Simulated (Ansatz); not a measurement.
## AlGa3N4: a vibration from a frozen displacement

Computed with DFT PBEsol, scalar-relativistic, plane waves, PAW (Ansatz). The runs took a 420 eV cutoff, a Γ-centred 6×6×6 mesh and Gaussian smearing (0.05 eV). No spin polarisation. Energies are free energies at this smearing, counted from the undisturbed cell; pressure is positive in compression.

Reference structure (relaxed at this level; it needn't be the usual structure):

```
Al Ga N
1.0
     4.46763    0.00000    0.00000
     0.00000    4.46763    0.00000
     0.00000    0.00000    4.46763
Al Ga N
1 3 4
Cartesian
  0.0000 0.0000 0.0000
  2.2338 2.2338 0.0000
  2.2338 0.0000 2.2338
  0.0000 2.2338 2.2338
  3.3732 3.3732 1.0944
  3.3732 1.0944 3.3732
  1.0944 3.3732 3.3732
  1.0944 1.0944 1.0944
```

Every Ga atom is moved by x along the Cartesian unit vector (0.707, -0.707, 0.000); the cell and all other atoms stay fixed. The cell's volume is 89.17 Å³; the moved atoms weigh 209.169 u together and the others 83.010 u. Some rows repeat others by symmetry and weren't run.

```csv
x (Å),ΔE (meV/cell),total force on the moved atoms along the move (eV/Å),pressure (GPa)
-0.1000,212.73,4.2886,0.8355
-0.0875,162.57,3.7388,0.6359
-0.0750,119.25,3.1943,0.4634
-0.0625,82.70,2.6546,0.3177
-0.0500,52.87,2.1189,0.1987
-0.0375,29.71,1.5865,0.1062
-0.0250,13.20,1.0563,0.0403
-0.0125,3.30,0.5278,0.0012
0.0000,0.00,0.0000,-0.0121
0.0125,3.30,-0.5278,0.0012
0.0250,13.20,-1.0563,0.0403
0.0375,29.71,-1.5865,0.1062
0.0500,52.87,-2.1189,0.1987
0.0625,82.70,-2.6546,0.3177
0.0750,119.25,-3.1943,0.4634
0.0875,162.57,-3.7388,0.6359
0.1000,212.73,-4.2886,0.8355
```

Task: What frequency belongs to this motion?

Result: The force constant is k = −dF/dx = 42.223 eV/Å², from the parabola through x = -0.0125, 0 and 0.0125. In every cell the moved atoms swing against the rest, so the mass is μ = m₁m₂/(m₁ + m₂) = 59.426 u, and ν̃ = 521.5 cm⁻¹ × √(|k|/μ) = 440 cm⁻¹. The pattern needn't be a normal mode: ν̃² is then a weighted mean of the squared nonzero frequencies at the zone centre of this cell, taken without macroscopic field, so it lies between the lowest and the highest of them.

Task: How far does the harmonic law reach?

Result: At x = -0.100 Å, kx²/2 = 211.11 meV against the computed 212.73 meV (+0.8 %): the well is still close to harmonic there.

Task: The pressure changes with x². What does that say about the frequency under compression?

Result: With E = k(V)x²/2, k ∝ V^(−2γ) and x scaling with the cell as V^(1/3), P − P0 = −∂E/∂V = (2γ − 2/3) ΔE/V. At x = 0.0250 Å, V(P − P0) = 89.17 × 0.05234 / 160.2 eV = 29.13 meV and ΔE = 13.20 meV, so γ = 1/3 + V(P − P0)/(2ΔE) = 1.44. This is the Grüneisen parameter of the motion under uniform scaling of the cell: shrinking the cell evenly by 1 % in volume raises the frequency by about 1.44 %.

The 440 cm⁻¹ mainly measures the stiffness of the Ga–N bonds. Al and N keep their mutual distances while Ga moves, so the Al–N bonds contribute no direct stretching force, yet Al adds to the moving mass. This largely explains why the value lies below the transverse optical frequency known for GaN, where nitrogen swings against all the cations. It therefore shouldn't be read as a softening of the Ga–N bond by alloying.

The positive Grüneisen parameter of 1.44 is typical of bond-stretching motion in tetrahedral semiconductors: shorter polar-covalent bonds have a steeper restoring force. The slight hardening at large displacement probably reflects short-range repulsion where Ga approaches N.

The equal energies at x and −x follow from symmetry, since a twofold rotation of the crystal reverses this displacement. They are no evidence that cubic anharmonicity is weak in general; along a body diagonal the two directions are inequivalent and a cubic term is allowed. The near-harmonic well thus says little about phonon lifetimes.
